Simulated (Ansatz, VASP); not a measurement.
## One calculation of Fe, two programs

INCAR

```
PREC     = Accurate       # precision mode
ENCUT    = 520            # plane-wave cutoff, eV
EDIFF    = 1E-6           # SCF threshold, eV
ISMEAR   = 0              # smearing method
SIGMA    = 0.05           # smearing width, eV
LREAL    = False          # projectors in reciprocal space
LASPH    = True           # aspherical terms in the spheres
NELM     = 80             # most SCF steps
ALGO     = Normal         # electronic algorithm
ISIF     = 2              # what is computed and relaxed
LWAVE    = False          # write WAVECAR
LCHARG   = False          # write CHGCAR
GGA      = PE             # functional
NBANDS   = 10             # bands
```

Contents of KPOINTS:

```
Automatic mesh
0
Gamma
  22 22 22
```

Contents of POSCAR:

```
Fe
1.0
   -1.3697016121      1.3697016121      1.3697016121
    1.3697016121     -1.3697016121      1.3697016121
    1.3697016121      1.3697016121     -1.3697016121
Fe
1
Direct
    0.0000000000      0.0000000000      0.0000000000
```

Input for Ansatz:

```yaml
crystal:
  lattice:
    - [-1.3697016121, 1.3697016121, 1.3697016121]
    - [1.3697016121, -1.3697016121, 1.3697016121]
    - [1.3697016121, 1.3697016121, -1.3697016121]
  atoms:
    - { symbol: Fe, position: [0.0, 0.0, 0.0] }
basis:
  ecutwfc: 420
  ecutrho_ratio: 4
kpoints:
  mp_grid: { grid: [22, 22, 22] }
hamiltonian:
  xc: pbe
scf:
  occupations: { method: gaussian, width: 0.05 }
output:
  forces: true
  stress: true
  eigenvalues: true
```

Alike in both runs: task single point; functional PBE; k mesh 22 × 22 × 22; occupations gaussian, width 0.05 eV; no spin polarisation.

|  | VASP | Ansatz |
| --- | --- | --- |
| version | VASP 6.6.1 | Ansatz 0.2.0 |
| potentials or method | VASP PAW PBE potentials, release 64 (Fe) | scalar-relativistic, plane waves, PAW |
| plane-wave cutoff (eV) | 520 | 420 |
| valence electrons in the cell | 8 | 16 |

|  | VASP | Ansatz | Ansatz less VASP |
| --- | --- | --- | --- |
| gap on the k mesh at the Fermi level (eV) | none | none | - |
| pressure (GPa) | 4.3 | 5.7 | +1.38 |

A gap of «none» marks a metal or a gap that the smearing closes. The two sets of potentials don't hold the same shells in valence.

Caveats: the run has no spin polarisation, though such a crystal can be magnetic. Spin polarisation is off, so any magnetic state and its effect on volume and gap are missing.
